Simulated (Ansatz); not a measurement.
Crystal: CuCl2.

```xyz
3
Lattice="-2.2549 2.2549 6.8599 2.2549 -2.2549 6.8599 2.2549 2.2549 -6.8599" Properties=species:S:1:pos:R:3 pbc="T T T"
Cu    0.0000    0.0000    0.0000
Cl    2.2549    0.0000    0.0000
Cl    0.0000    2.2549    0.0000
```

Measurements of this composition are mostly on another form, of space group No. 12.

* Program: Ansatz 0.2.0
* Task: relaxation of cell and atoms
* Functional: r2SCAN
* Dispersion: D4
* Potentials or basis: Ansatz PAW
* Cutoff: 500 eV (not typed: the program's choice for these potentials)
* k mesh: 8 × 8 × 8
* Occupations: fermi-dirac, width 0.05 eV
* Spin: no spin polarisation

At the start: volume 46.50 Å³/atom.

Problem. How do energy, volume and symmetry change on relaxing?

Solution. It ends after 16 steps and the volume is 24.56 Å³/atom (-47.2 %); space group I4/mmm (No. 139, to 0.05 Å).

Step by step:
```
step  energy change (eV)  largest force (eV/Å)  volume (Å³)
   1              0.0000                0.0000       139.51
   2             -0.0024                0.0000       138.29
   3             -0.0042                0.0000       135.96
   4             -0.0091                0.0000       130.91
   5             -0.0107                0.0000       128.54
   6             -0.0162                0.0000       120.68
   7             -0.0271                0.0000       113.97
   8             -0.0426                0.0000       107.38
   9             -0.0637                0.0000       100.98
  10             -0.0919                0.0000        94.48
  11             -0.1277                0.0000        87.94
  12             -0.1683                0.0000        81.34
  13             -0.1988                0.0000        74.69
  14             -0.2010                0.0000        73.84
  15             -0.2010                0.0000        73.67
  16             -0.1988                0.0000        73.67
```

Final structure:
```cif
data_structure
_symmetry_space_group_name_H-M 'P 1'
_symmetry_Int_Tables_number 1
_cell_length_a 4.8459
_cell_length_b 4.8459
_cell_length_c 4.8459
_cell_angle_alpha 124.886
_cell_angle_beta 124.886
_cell_angle_gamma 81.726
_cell_volume 73.67
loop_
_atom_site_label
_atom_site_type_symbol
_atom_site_fract_x
_atom_site_fract_y
_atom_site_fract_z
_atom_site_occupancy
Cu1 Cu 0.00000 0.00000 0.00000 1
Cl1 Cl 0.00000 0.50000 0.50000 1
Cl2 Cl 0.50000 0.00000 0.50000 1
```

Caveat: the volume moved by over 15 % at a fixed basis, so the end points are rough; the plane-wave basis is chosen anew once the cell has moved, so the energies of steps on either side of that aren't comparable; an odd number of electrons without spin polarisation forces a metal; a magnetic or distorted state may lie lower; the run has no spin polarisation, though such a crystal can be magnetic; pairwise dispersion overbinds metals, which lowers pressure and volume; the PAW data sets come from PBE, with cores solved anew for the run's functional, which leaves a small shift of forces and pressure.
